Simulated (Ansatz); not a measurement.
NbN: a fit and a missing row

NbN, Fm-3m, a = 4.412 Å. Ansatz: r2SCAN, PAW, 500 eV, Γ-centred 16×16×16 mesh on 2 atoms, Gaussian smearing 0.10 eV; no spin polarisation. Symmetry fixes shape and atoms, so the cell is only scaled; pressure is positive in compression.

```tsv
V (Å³/atom)	P (GPa)
10.089	22.80
10.411	10.46
10.733	-0.04
11.055	?
11.377	-16.59
```

**Question.** Take V0 = 10.733 Å³/atom, count pressures from its P0 = -0.04 GPa, fit the third-order Birch–Murnaghan form to the other rows, and predict the missing pressure.

**Answer.** With the Eulerian strain f = ½[(V0/V)^(2/3) − 1] and y = (P − P0)/[3f(1 + 2f)^(5/2)], the form is the line y = B0 + 1.5 B0 (B0′ − 4) f. Rows (f, y): 0.02106, 326.1; 0.01026, 324.2; -0.01905, 319.1. Means f = 0.004090, y = 323.13; Σ(Δf)² = 0.0008615, ΣΔfΔy = 0.1503; the slope is their ratio. y = 322.4 + 174.4 f GPa, so B0 = 322.4 GPa and B0′ = 4 + 2 × (174.4)/(3 × 322.4) = 4.36. At V = 11.055, f = -0.00976, y = 320.70 and P = -8.98 GPa. The run gave -8.98 GPa, the same to the digits shown.